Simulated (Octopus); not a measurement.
Input of an Octopus 16.4 run:

File inp:

```
CalculationMode = gs
UnitsOutput = eV_Angstrom
PeriodicDimensions = 3
ExperimentalFeatures = yes
PseudopotentialSet = pseudodojo_pbe
%LatticeParameters
 1*angstrom | 1*angstrom | 1*angstrom
%
%LatticeVectors
 -1.51435 | 1.51435 | 1.51435
 1.51435 | -1.51435 | 1.51435
 1.51435 | 1.51435 | -1.51435
%
%ReducedCoordinates
 "V" | 0 | 0 | 0
%
%Spacing
 0.12490148*angstrom | 0.12490148*angstrom | 0.12490148*angstrom
%
DerivativesOrder = 8
%KPointsGrid
 12 | 12 | 12
%
KPointsUseSymmetries = yes
XCFunctional = gga_x_pbe + gga_c_pbe
SpinComponents = polarized
KPointsUseTimeReversal = no
GuessMagnetDensity = user_defined
%AtomsMagnetDirection
 2.0
%
SmearingFunction = fermi_dirac
Smearing = 0.05*eV
ExtraStates = 9
Eigensolver = chebyshev_filter
ConvRelDens = 3e-7
MaximumIter = 120
%Output
 density | cube
 elf | cube
 potential | cube
%
```

Potentials or basis: pseudodojo_pbe (PseudoDojo 0.5, PBE).

Launch:

```bash
$ OMP_NUM_THREADS=1 octopus > out.log
```

Estimate the band gap on the k mesh.

none (metal or under the smearing width).

What does it give for the net moment?

0.00 μB per cell.
